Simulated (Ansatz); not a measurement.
A N vacancy in zincblende BN, 63 atoms, charge 0

All numbers come from Ansatz (PAW, plane waves, no spin–orbit coupling) at the single k point (¼, ¼, ¼) without its symmetry partners. The atoms were relaxed with PBEsol in a fixed cell; other functionals are single points on those atoms unless said otherwise. The valence top and gap of the host come from its small cell on a dense mesh, with the band extrema sought between the mesh points, lined up by the mean potential, PBEsol gap 4.30 eV, HSE06 gap 5.80 eV.

Cell: a = 7.212 Å, b = 7.212 Å, c = 7.212 Å, α = 90.00°, β = 90.00°, γ = 90.00°.

Nearest atoms after relaxation, from the placed atom (for vacancies from the middle of the vacant sites): B at 1.56 Å, B at 1.56 Å, B at 1.56 Å, B at 1.70 Å, N at 2.51 Å, N at 2.51 Å, N at 2.51 Å, N at 2.51 Å.

Chemical potentials μ are those of reference phases of the elements at zero temperature by the same functional (the usual solids, diamond for C, grey Sn, and the molecules H2, N2, O2, F2, Cl2, Br2 and S8).

```tsv
functional	E(defect) − E(host) − Σ nμ + q·E_VBM (eV)	monopole (eV)	alignment (eV)	formation energy at E_F = VBM (eV)	moment (μB)	wall time, shared host
PBEsol	7.82	0.00	0.00	7.82	1.0	6.7 s on NVIDIA GB200 (relaxation)
```

Estimate the formation energy and moment that HSE06 gives on these atoms.

8.08 eV at E_F = VBM, moment 1.0 μB.

HSE06 one-electron levels near the gap (the ten most localised at most), from the host's valence top:

```tsv
level (eV)	spin	filling	atoms sharing it	element of the atom with most weight
-0.12	up	1.00	13.1	B
0.23	down	1.00	10.2	B
4.24	up	1.00	5.1	B
```

All elements are taken at their own reference at once; growth conditions in equilibrium with the host shift these energies, by up to the host's formation enthalpy.

One k point and a cell of this size can leave errors of several tenths of an eV in such numbers.
